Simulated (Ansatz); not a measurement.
Start from BeO in the wurtzite structure (space group P6_3mc, No. 186).

```
CELL_PARAMETERS angstrom
      2.71181     0.00000     0.00000
     -1.35591     2.34850     0.00000
      0.00000     0.00000     4.40456
ATOMIC_POSITIONS crystal
  Be 0.66667 0.33333 0.00149
  Be 0.33333 0.66667 0.50149
  O  0.66667 0.33333 0.62371
  O  0.33333 0.66667 0.12371
```

Cartesian axes are those of the cell as printed.

The values are results of PBE/PAW in Ansatz (a quantum-chemistry and plane-wave program), no spin-orbit coupling, not measurements.

Strains are applied to the cell and any free atomic positions relax; under biaxial strain the out-of-plane vector relaxes too.

One change was made to it. Results:

The gap character stays direct at Γ; the valence-band top at Γ (three highest levels, from the VBM) remains 0.00, -0.04, -0.04 eV; the band gap drops by 0.817 eV, from 7.45 eV to 6.64 eV.

**Question.** Which of these changes matches the shifts?
(A) isotropic strain +2.78 %
(B) tensor shear ε_yz = −1.68 %
(C) uniaxial strain ε_yy = −3.33 %
(D) biaxial strain +1.95 %, plane normal [001], relaxed out of plane

**Answer.** A, isotropic strain +2.78 %. For comparison, the band gap in the other runs: uniaxial strain ε_yy = −3.33 % gives 7.66 eV; tensor shear ε_yz = −1.68 % gives 7.36 eV; biaxial strain +1.95 %, plane normal [001], relaxed out of plane gives 7.06 eV.

Whether these cells are dynamically stable was not tested. Labels are those of the standard path for the cell's own space group.
